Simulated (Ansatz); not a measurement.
This run works on a generated trial structure, not on a known crystal.

Input and command of a plane-wave DFT calculation in Ansatz:

```yaml
crystal:
  lattice:
    - [2.84122179, -4.01809439, 0.0]
    - [2.84122179, 4.01809439, 0.0]
    - [0.0, 0.0, 2.84122179]
  atoms:
    - { symbol: Si, position: [0.0, 0.5, 0.0] }
    - { symbol: Si, position: [0.5, 0.0, 0.0] }
    - { symbol: Si, position: [0.5, 0.5, 0.5] }
    - { symbol: Ge, position: [0.0, 0.0, 0.5] }
basis:
  ecutwfc: 420
kpoints:
  mp_grid: { grid: [10, 10, 16] }
hamiltonian:
  xc: pbe
scf:
  occupations: { method: gaussian, width: 0.1 }
output:
  forces: true
  stress: true
  eigenvalues: true
  write_density: true
  write_potential: true
  elf: true
  volumetric_format: npy
relax:
  adjacent_minimum: "off"
  f_tol: 0.01
  max_steps: 80
  cell: { stress_tol: 0.05 }
```

```bash
ansatz run input.yaml --threads 1 --pin off --max-ram 2560MiB --backend cpu --events-out ev --progress --plain --runs-dir out
```

Processor: Intel(R) Xeon(R) Processor @ 2.70GHz, 1 thread, on a host shared with other jobs.

**Question.** Estimate time, memory and problem size.

**Answer.** About 5.7 min, peak memory 0.63 GiB. It solves 17 bands at 279 k points (after reduction by symmetry) with about 1255 plane waves (on the last cell), in 84 SCF iterations over 16 ionic steps.
